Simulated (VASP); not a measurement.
# NaCl (P6_3/mmc) in VASP: notebook

Aim: see how the results for NaCl move with the level of theory and the settings. Levels: PBEsol, r2SCAN. Tasks: single point.

All numbers are computed with VASP 6.6.1; they aren't measurements. Logs are shortened: lines on timing, memory, paths and dates and some standing lists are left out, and cuts for length are marked.

### 1 The structure

It takes space group P6_3/mmc (No. 194, hexagonal). The conventional cell has a = 4.721 Å, b = 4.721 Å, c = 5.569 Å, α = 90.00°, β = 90.00°, γ = 120.00°. Na (site symmetry -6m2) has 5 Cl at 2.73 to 2.78 Å as nearest neighbours. Cl (site symmetry -6m2) is surrounded by 5 Na at 2.73 to 2.78 Å.

The cell was built by a generator and needn't be a form met in nature.

### 2 Single point, PBEsol

The input, INCAR:

```
SYSTEM = NaCl
PREC = Accurate
ENCUT = 520
EDIFF = 1E-7
ISMEAR = 0
SIGMA = 0.01
LREAL = .FALSE.
LASPH = .TRUE.
NELM = 60
ALGO = Fast
ISIF = 2
LWAVE = .FALSE.
LCHARG = .TRUE.
GGA = PS
LELF = .TRUE.
LVHAR = .TRUE.
NBANDS = 22
```

The input, KPOINTS:

```
regular mesh
0
G
  6 6 4
  0 0 0
```

The input, POSCAR:

```
NaCl
1.0
    4.7210764991      0.0000000000      0.0000000000
   -2.3605382495      4.0885721814      0.0000000000
    0.0000000000      0.0000000000      5.5694844403
Na Cl
2 2
Direct
    0.3333333333      0.6666666667     -0.0624973265
    0.6666666667      0.3333333333      0.4375026735
    0.3333333333      0.6666666667      0.4374973265
    0.6666666667      0.3333333333      0.9374973265
```

Potentials or basis: VASP PAW PBE potentials, release 64 (Na_pv, Cl).

The run is started by

```
$ cat potpaw_PBE.64/Na_pv/POTCAR potpaw_PBE.64/Cl/POTCAR > POTCAR
$ mpirun -np 1 vasp_std > vasp.out
```

OUTCAR:

```text
SYSTEM = NaCl
   PREC = Accurate
   ENCUT = 520
   EDIFF = 1E-7
   ISMEAR = 0
   LREAL = .FALSE.
   LASPH = .TRUE.
   NELM = 60
   ISIF = 2
   GGA = PS

 ion  position               nearest neighbor table
   1  0.333  0.667  0.938-   4 2.73   4 2.73   4 2.73
   2  0.667  0.333  0.438-   3 2.73   3 2.73   3 2.73
   3  0.333  0.667  0.437-   2 2.73   2 2.73   2 2.73
   4  0.667  0.333  0.937-   1 2.73   1 2.73   1 2.73

  LATTYP: Found a hexagonal cell.
 ALAT       =     4.7210764991
 C/A-ratio  =     1.1797064592

  Lattice vectors:

 A1 = (   4.7210764991,   0.0000000000,   0.0000000000)
 A2 = (  -2.3605382495,   4.0885721814,   0.0000000000)
 A3 = (   0.0000000000,   0.0000000000,   5.5694844403)

Analysis of symmetry for initial positions (statically):
=====================================================================
 Subroutine PRICEL returns:
 Original cell was already a primitive cell.

 Routine SETGRP: Setting up the symmetry group for a
 hexagonal supercell.

 Subroutine GETGRP returns: Found 12 space group operations
 (whereof  6 operations were pure point group operations)
 out of a pool of 24 trial point group operations.

The static configuration has the point symmetry C_3v.
 The point group associated with its full space group is C_6v.

Analysis of symmetry for dynamics (positions and initial velocities):
=====================================================================
 Subroutine PRICEL returns:
 Original cell was already a primitive cell.

 Routine SETGRP: Setting up the symmetry group for a
 hexagonal supercell.

 Subroutine GETGRP returns: Found 12 space group operations
 (whereof  6 operations were pure point group operations)
 out of a pool of 24 trial point group operations.

The dynamic configuration has the point symmetry C_3v.
 The point group associated with its full space group is C_6v.

 Subroutine INISYM returns: Found 12 space group operations
 (whereof  6 operations are pure point group operations),
 and found     1 'primitive' translations

----------------------------------------------------------------------------------------

                                     Primitive cell

  volume of cell :     107.5048

  direct lattice vectors                    reciprocal lattice vectors
     4.721076499  0.000000000  0.000000000     0.211816097  0.122292081  0.000000000
    -2.360538249  4.088572181  0.000000000     0.000000000  0.244584162  0.000000000
     0.000000000  0.000000000  5.569484440     0.000000000  0.000000000  0.179549833

  length of vectors
     4.721076499  4.721076499  5.569484440     0.244584162  0.244584162  0.179549833

  position of ions in fractional coordinates (direct lattice)
     0.333333333  0.666666667  0.937502673
     0.666666667  0.333333333  0.437502673
     0.333333333  0.666666667  0.437497327
     0.666666667  0.333333333  0.937497327

  ion indices of the primitive-cell ions
   primitive index   ion index
                 1           1
                 2           2
                 3           3
                 4           4

----------------------------------------------------------------------------------------

 KPOINTS: regular mesh

Automatic generation of k-mesh.
 Grid dimensions read from file:
 generate k-points for:    6    6    4

 Generating k-lattice:

  Cartesian coordinates                     Fractional coordinates (reciprocal lattice)
     0.035302683  0.020382013  0.000000000     0.166666667  0.000000000  0.000000000
     0.000000000  0.040764027  0.000000000     0.000000000  0.166666667  0.000000000
     0.000000000  0.000000000  0.044887458     0.000000000  0.000000000  0.250000000

  Length of vectors
     0.040764027  0.040764027  0.044887458

  Shift w.r.t. Gamma in fractional coordinates (k-lattice)
     0.000000000  0.000000000  0.000000000

 Subroutine IBZKPT returns following result:
 ===========================================

 Found     21 irreducible k-points:

 Following reciprocal coordinates:
            Coordinates               Weight
  0.000000  0.000000  0.000000      1.000000
  0.166667 -0.000000  0.000000      6.000000
  0.333333  0.000000  0.000000      6.000000
  0.500000  0.000000  0.000000      3.000000
  0.166667  0.166667  0.000000      6.000000
  0.333333  0.166667  0.000000     12.000000
[... 13 lines left out ...]
  0.333333  0.166667  0.500000     12.000000
  0.333333  0.333333  0.500000      2.000000
   k-points           NKPTS =     21   k-points in BZ     NKDIM =     21   number of bands    NBANDS=     22
   number of dos      NEDOS =    301   number of ions     NIONS =      4
   total plane-waves  NPLWV =  54432
   dimension x,y,z NGX =    36 NGY =   36 NGZ =   42
   dimension x,y,z NGXF=    72 NGYF=   72 NGZF=   84
   ions per type =               2   2
   NGX,Y,Z   is equivalent  to a cutoff of  12.68, 12.68, 12.54 a.u.
   NGXF,Y,Z  is equivalent  to a cutoff of  25.35, 25.35, 25.07 a.u.
 SYSTEM =  NaCl
   PREC   = accura    normal or accurate (medium, high low for compatibility)
   ISTART =      0    job   : 0-new  1-cont  2-samecut
   ICHARG =      2    charge: 1-file 2-atom 10-const
   ISPIN  =      1    spin polarized calculation?
   LNONCOLLINEAR =      F non collinear calculations
   LSORBIT =      F    spin-orbit coupling
   LASPH  =      T    aspherical Exc in radial PAW
   ENCUT  =  520.0 eV  38.22 Ry    6.18 a.u.   8.78  8.78 10.36*2*pi/ulx,y,z
   NELM   =     60;   NELMIN=  2; NELMDL= -5     # of ELM steps
   EDIFF  = 0.1E-06   stopping-criterion for ELM
   LREAL  =      F    real-space projection
   EDIFFG = 0.1E-05   stopping-criterion for IOM
   NSW    =      0    number of steps for IOM
   IBRION =     -1    ionic relax: 0-MD 1-quasi-New 2-CG
   NFREE  =      0    steps in history (QN), initial steepest desc. (CG)
   ISIF   =      2    stress and relaxation
   ISYM   =      2    0-nonsym 1-usesym 2-fastsym
   POTIM  = 0.5000    time-step for ionic-motion
   TEBEG  =    0.0;   TEEND  =   0.0 temperature during run
   PSTRESS=    0.0 pullay stress
   NELECT =      28.0000    total number of electrons
   NUPDOWN=      -1.0000    fix difference up-down
   EMIN   =  10.00;   EMAX   =-10.00  energy-range for DOS
   EFERMI =   0.00;   METHOD = LEGACY
   ISMEAR =     0;   SIGMA  =   0.01  broadening in eV -4-tet -1-fermi 0-gaus
   EFERMI_NEDOS =   21; number of points for ismear=-14 and -15
   IALGO  =     68    algorithm
   IMIX   =      4    mixing-type and parameters
     AMIX     =   0.40;   BMIX     =  1.00
     AMIX_MAG =   1.60;   BMIX_MAG =  1.00
  volume/ion in A,a.u.               =      26.88       181.37
  Fermi-wavevector in a.u.,A,eV,Ry     =   1.045486  1.975682 14.871729  1.093041
  Thomas-Fermi vector in A             =   2.180284
   LORBIT       =      0    0 simple, 1 ext, 2 COOP (PROOUT), +10 PAW based schemes
   GGA     = PS    functional components
   LHFCALC =     F    Hartree Fock is set to
   AEXX    =    0.0000 exact exchange contribution
   IVDW    =     0    specifies the selected vdW correction
   LEPSILON=     F    determine dielectric tensor
   LRPA    =     F    only Hartree local field effects (RPA)
 non-spin polarized calculation
 RMM-DIIS sequential band-by-band and
 Gauss-broadening in eV      SIGMA  =   0.01
  energy-cutoff  :      520.00
  volume of cell :      107.50
 maximum number of plane-waves:      2955
 NGX is ok and might be reduce to    36
   NGX = 17   NGY = 17   NGZ = 21

 number of electron      28.0000020 magnetization

 Free energy of the ion-electron system (eV)
  ---------------------------------------------------
  ext. energy  EPLUGINS =         0.00000000
  ---------------------------------------------------
  free energy    TOTEN  =       -13.80528695 eV

  energy without entropy =      -13.80528695  energy(sigma->0) =      -13.80528695

 E-fermi :  -1.5828     XC(G=0):  -7.3372

 val. band max:       -1.7254772223   @ k =   0.0000   0.0000   0.0000
 cond. band min:       3.0019671406   @ k =   0.0000   0.0000   0.0000
 fundamental gap:      4.7274443629
 Fermi energy:        -1.5828303474

 k-point     1 :       0.0000    0.0000    0.0000
  band No.  band energies     occupation
      1     -22.4417      2.00000
      2     -22.4417      2.00000
      3     -22.4413      2.00000
      4     -22.4335      2.00000
      5     -22.4335      2.00000
      6     -22.4201      2.00000
[... 14 lines left out ...]
     21       9.1669      0.00000
     22       9.4282      0.00000

 k-point     2 :       0.1667   -0.0000    0.0000
  band No.  band energies     occupation
      1     -22.4431      2.00000
      2     -22.4423      2.00000
      3     -22.4399      2.00000
      4     -22.4356      2.00000
      5     -22.4334      2.00000
      6     -22.4213      2.00000
[... 14 lines left out ...]
     21       8.9582      0.00000
     22       9.2190      0.00000

 k-point     3 :       0.3333    0.0000    0.0000
  band No.  band energies     occupation
      1     -22.4460      2.00000
      2     -22.4434      2.00000
      3     -22.4400      2.00000
      4     -22.4366      2.00000
      5     -22.4333      2.00000
      6     -22.4244      2.00000
[... 14 lines left out ...]
     21       9.3328      0.00000
     22       9.5941      0.00000
[... 401 lines left out ...]
 k-point    20 :       0.3333    0.1667    0.5000
  band No.  band energies     occupation
      1     -22.4525      2.00000
      2     -22.4525      2.00000
      3     -22.4391      2.00000
      4     -22.4391      2.00000
      5     -22.4248      2.00000
      6     -22.4248      2.00000
[... 14 lines left out ...]
     21       9.6074      0.00000
     22       9.6074      0.00000

 k-point    21 :       0.3333    0.3333    0.5000
  band No.  band energies     occupation
      1     -22.4534      2.00000
      2     -22.4534      2.00000
      3     -22.4397      2.00000
      4     -22.4397      2.00000
      5     -22.4242      2.00000
      6     -22.4242      2.00000
[... 14 lines left out ...]
     21      10.2232      0.00000
     22      10.2739      0.00000

------------------------ aborting loop because EDIFF is reached ----------------------------------------

  FORCE on cell =-STRESS in cart. coord.  units (eV):
  Direction    XX          YY          ZZ          XY          YZ          ZX
  --------------------------------------------------------------------------------------
  -------------------------------------------------------------------------------------
  Total        0.0214532      0.0214532     -0.0165277      0.0000000      0.0000000      0.0000000
  in kB        0.3197231      0.3197231     -0.2463179      0.0000000      0.0000000      0.0000000
  external PRESSURE =       0.1310428 kB  Pullay stress =       0.0000000 kB

 VOLUME and BASIS-vectors are now :
 -----------------------------------------------------------------------------
  energy-cutoff  :      520.00
  volume of cell :      107.50
      direct lattice vectors                 reciprocal lattice vectors
     4.721076499  0.000000000  0.000000000     0.211816097  0.122292081  0.000000000
    -2.360538249  4.088572181  0.000000000     0.000000000  0.244584162  0.000000000
     0.000000000  0.000000000  5.569484440     0.000000000  0.000000000  0.179549833

 POSITION                                       TOTAL-FORCE (eV/Angst)
 -----------------------------------------------------------------------------------
     -0.00000      2.72571      5.22141         0.000000     -0.000000     -0.000008
      2.36054      1.36286      2.43666         0.000000      0.000000     -0.000008
     -0.00000      2.72571      2.43663         0.000000     -0.000000      0.000008
      2.36054      1.36286      5.22138        -0.000000      0.000000      0.000008
 -----------------------------------------------------------------------------------
    total drift:                               -0.000000     -0.000000      0.000220

  FREE ENERGIE OF THE ION-ELECTRON SYSTEM (eV)
  ---------------------------------------------------
  free  energy   TOTEN  =       -13.8052869469 eV

  energy  without entropy=      -13.8052869469  energy(sigma->0) =      -13.80528695
```

It took 43 s on 1 thread of Intel Xeon Platinum 8559C (Emerald Rapids), shared host; peak memory 0.23 GiB.

What came out:

```
Free energy            : -13.8053 eV
Pressure               : 0.0 GPa
Band gap on the k mesh : 4.73 eV, direct
```

Caveat: the PAW data sets were made with another functional, which shifts forces and pressure a little.

### 3 Single point, r2SCAN

POSCAR is that of step 2.

The input, INCAR.step1:

```
PREC = Accurate
ENCUT = 520
ISMEAR = 0
SIGMA = 0.01
LREAL = False
LASPH = True
NELM = 60
NBANDS = 22
GGA = PE
ALGO = Normal
EDIFF = 1E-4
LWAVE = True
LCHARG = False
```

The input, INCAR.step2:

```
PREC = Accurate
ENCUT = 520
EDIFF = 1E-6
ISMEAR = 0
SIGMA = 0.01
LREAL = False
LASPH = True
NELM = 60
ALGO = Normal
ISIF = 2
LWAVE = False
LCHARG = False
METAGGA = R2SCAN
LMIXTAU = True
NBANDS = 22
ISTART = 1
```

The input, KPOINTS:

```
regular mesh
0
Gamma
  2 2 2
```

Potentials or basis: VASP PAW PBE potentials, release 64 (Na_pv, Cl).

The run is started by

```
$ cat potpaw_PBE.64/Na_pv/POTCAR potpaw_PBE.64/Cl/POTCAR > POTCAR
$ cp INCAR.step1 INCAR
$ mpirun -np 1 vasp_std > vasp.out
$ cp INCAR.step2 INCAR
$ mpirun -np 1 vasp_std > vasp.out
```

Wall time 32 s (1 thread of Intel Xeon Platinum 8559C (Emerald Rapids), shared host); peak memory 0.22 GiB.

The run converged. Its results:

* Free energy: -27.3097 eV
* Pressure: -0.1 GPa
* Largest force: 0.011 eV/Å
* Band gap on the k mesh: 5.47 eV, direct

Forces in eV/Å, atoms in the order of the input:
```
Na   0.000  0.000  0.011
Na   0.000  0.000  0.011
Cl   0.000  0.000 -0.011
Cl   0.000  0.000 -0.011
```

Stress tensor (GPa, compression positive):
```
 0.05  0.00  0.00
 0.00  0.05  0.00
 0.00  0.00 -0.26
```

Levels at points of the mesh, in eV from the valence-band top:
```
           k point  band 12  band 13  band 14  band 15  band 16  band 17
(0.00, 0.00, 0.00)    -0.34    -0.34     0.00     5.47     8.49    10.48
(0.50, 0.00, 0.00)    -0.77    -0.52    -0.24     7.73     8.46     9.33
(0.00, 0.00, 0.50)    -0.58    -0.58    -0.58     7.24     7.24    10.38
(0.50, 0.00, 0.50)    -0.66    -0.27    -0.27     7.89     7.89    10.77
```

Caveat: the k mesh is coarse (spacing up to 0.77 Å⁻¹), so the values aren't converged; the PAW data sets were made with another functional, which shifts forces and pressure a little.
